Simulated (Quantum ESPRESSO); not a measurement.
PtSe2 (Sudovikovite):

```
Pt Se
1.0
     3.72400    0.00000    0.00000
    -1.86200    3.22508    0.00000
     0.00000    0.00000    5.06200
Pt Se
1 2
Cartesian
  0.0000 0.0000 0.0000
  1.8620 1.0750 3.7965
  0.0000 2.1501 1.2655
```

Base run:

```yaml
Program: Quantum ESPRESSO 7.5
Functional: LDA
Potentials_or_basis: GBRV 1.5 LDA
Cutoff: 612 eV
Density_cutoff: 4898 eV
k_mesh: 8 × 8 × 5
Occupations: fermi-dirac, width 0.05 eV
Spin: no spin polarisation
```

Its results: band gap on the k mesh none (metal or under the smearing width); pressure -0.7 GPa; largest force 0.203 eV/Å.

The run is repeated on the same cell with these changes: functional from LDA to PBEsol; potentials or basis from GBRV 1.5 LDA to GBRV 1.5 PBEsol. What comes out?

Band gap on the k mesh none (metal or under the smearing width); pressure 1.8 GPa; largest force 0.332 eV/Å.

Caveats: spin-orbit coupling is left out, which moves the levels of the heavy elements.
